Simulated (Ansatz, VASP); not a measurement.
**NaF (Villiaumite): VASP beside Ansatz**

Contents of INCAR:

```
  PREC = Accurate
  ENCUT = 520
  EDIFF = 1E-7
  ISMEAR = -1
  SIGMA = 0.05
  LREAL = F
  LASPH = T
  NELM = 80
  ALGO = Normal
  ISIF = 2
  LWAVE = F
  LCHARG = F
  GGA = PE
  NBANDS = 14
```

File KPOINTS:

```
regular mesh
0
Gamma
  10 10 10
```

POSCAR

```
NaF
1.0
    0.0000000000      2.3353646862      2.3353646862
    2.3353646862      0.0000000000      2.3353646862
    2.3353646862      2.3353646862      0.0000000000
Na F
1 1
Direct
    0.0000000000      0.0000000000      0.0000000000
    0.5000000000      0.5000000000      0.5000000000
```

input.yaml

```yaml
crystal:
  lattice:
    - [0.0, 2.3353646862, 2.3353646862]
    - [2.3353646862, 0.0, 2.3353646862]
    - [2.3353646862, 2.3353646862, 0.0]
  atoms:
    - { symbol: Na, position: [0.0, 0.0, 0.0] }
    - { symbol: F, position: [0.5, 0.5, 0.5] }
hamiltonian:
  xc: pbe
  pseudopotentials: { kind: paw }
kpoints:
  mp_grid: { grid: [10, 10, 10] }
scf:
  occupations: { method: fermi_dirac, width: 0.05 }
output:
  forces: true
  stress: true
  eigenvalues: true
```

Change from the starting cell: volume scaled by 1.02.

Alike in both runs: task single point; functional PBE; k mesh 10 × 10 × 10; occupations fermi-dirac, width 0.05 eV; no spin polarisation.

|  | VASP | Ansatz |
| --- | --- | --- |
| version | VASP 6.6.1 | Ansatz 0.2.0 |
| potentials or method | VASP PAW PBE potentials, release 64 (Na_pv, F) | Ansatz PAW |
| plane-wave cutoff (eV) | 520 | 420 |
| valence electrons in the cell | 14 | 16 |

Ansatz gave:

| Property | Result |
| --- | --- |
| gap on the k mesh at the Fermi level (eV) | 6.19 |
| least direct gap on the mesh (eV) | 6.19 |
| pressure (GPa) | 0.9 |

Question: Which values does VASP return?

Answer: gap on the k mesh at the Fermi level (eV): 6.17; least direct gap on the mesh (eV): 6.17; pressure (GPa): 0.8.

The two sets of potentials don't hold the same shells in valence.

Caveats: the pressure holds a Pulay correction of +0.5 GPa for the finite cutoff (Ansatz). A k mesh can miss the band edges.
